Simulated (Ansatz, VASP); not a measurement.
## One calculation of Zn, two programs

```
Zn
1.0
    -1.56742    1.56742    1.56742
     1.56742   -1.56742    1.56742
     1.56742    1.56742   -1.56742
Zn
1
Direct
  0.00000 0.00000 0.00000
```

Alike in both runs: functional PBE; k mesh 19 × 19 × 19; occupations fermi-dirac, width 0.1 eV; no spin polarisation.

Ansatz relaxed the structure, and its values are those at the end. VASP's run is a single point on that final structure, the one shown.

```csv
,VASP,Ansatz
version,VASP 6.6.1,Ansatz 0.2.0
potentials or method,"VASP PAW PBE potentials, release 64 (Zn)","PAW with Ansatz's default frozen-core files, scalar-relativistic"
plane-wave cutoff (eV),520,420
valence electrons in the cell,12,12
```

```csv
,VASP,Ansatz,Ansatz less VASP
pressure (GPa),0.3,0.0,-0.28
```
